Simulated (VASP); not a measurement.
**Pt: single point with PBE**

Pt:

```xyz
2
Lattice="2.7607 0.0000 0.0000 -1.3803 2.3908 0.0000 0.0000 0.0000 4.7921" Properties=species:S:1:pos:R:3 pbc="T T T"
Pt    0.0000    1.5939    1.1980
Pt    1.3803    0.7969    3.5941
```

This isn't the form of Pt at room conditions, which is fcc.

```
Program             : VASP 6.6.1
Task                : single point
Functional          : PBE
Potentials or basis : VASP PAW PBE potentials, release 64 (Pt)
Cutoff              : 520 eV
k mesh              : 11 × 11 × 6
Occupations         : fermi-dirac, width 0.05 eV
Spin                : no spin polarisation
```

The pressure is -1.1 GPa and the band gap on the k mesh is none (metal or under the smearing width).

Stress tensor (GPa, compression positive):
```
-0.49  0.00  0.00
 0.00 -0.49  0.00
 0.00  0.00 -2.20
```

Levels at points of the mesh, in eV from the Fermi level:
```
           k point  band 8  band 9  band 10  band 11  band 12  band 13
(0.00, 0.00, 0.00)   -1.79   -1.79    -0.70    -0.22    -0.22     4.67
(0.00, 0.00, 0.50)   -3.39   -0.79    -0.79    -0.79    -0.79    11.91
```

Wall time 22 s on 1 thread of Intel(R) Xeon(R) Platinum 8488C (Sapphire Rapids), on a shared host, peak memory 0.16 GiB.

Spin-orbit coupling is left out, which matters for the levels of Pt.
